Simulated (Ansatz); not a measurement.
What a trial cell of Sn relaxes into

These are results of Ansatz, DFT PBE, scalar-relativistic, plane waves, PAW, not measurements. Cutoff 420 eV, Γ-centred k mesh, Gaussian smearing, no spin polarisation in the final step.

The start is a random cell of Sn with space group Pmma (No. 51), drawn with lower limits on the distances.

```
Sn
1.0
     4.84270    0.00000    0.00000
     0.00000    3.37532    0.00000
     0.00000    0.00000    5.42517
Sn
2
Direct
  0.25000 0.50000 0.97788
  0.75000 0.50000 0.02212
```

Cell and atoms relax at zero pressure; the relaxation can't lower the symmetry of the start. After a coarse first stage the cell is made exact in the group found at 0.06 Å.

Energies count from the standard state of Sn at the same level.

(1) What does it relax into?

(2) What are its volume, energy, density and gap?

Results:

(1) It ends in Pm-3m (No. 221). The result has the simple cubic structure. Conventional cell: a = 3.087 Å. Sn has 6 Sn at 3.09 Å.

```xyz
1
Lattice="3.0866 0.0000 0.0000 0.0000 3.0866 0.0000 0.0000 0.0000 3.0866" Properties=species:S:1:pos:R:3 pbc="T T T"
Sn    1.5433    1.5433    1.5433
```

(2) The volume per atom is 29.41 Å³, the density is 6.70 g/cm³ and the energy over the standard structure is 0.07 eV/atom. The gap on the 18×18×18 mesh is 0 eV (a metal).

The final run used a 18×18×18 mesh on its 1-atom cell and 0.10 eV smearing. The k mesh leaves about 4 meV/atom of noise in metals. A structure relaxed within its symmetry needn't be a true minimum.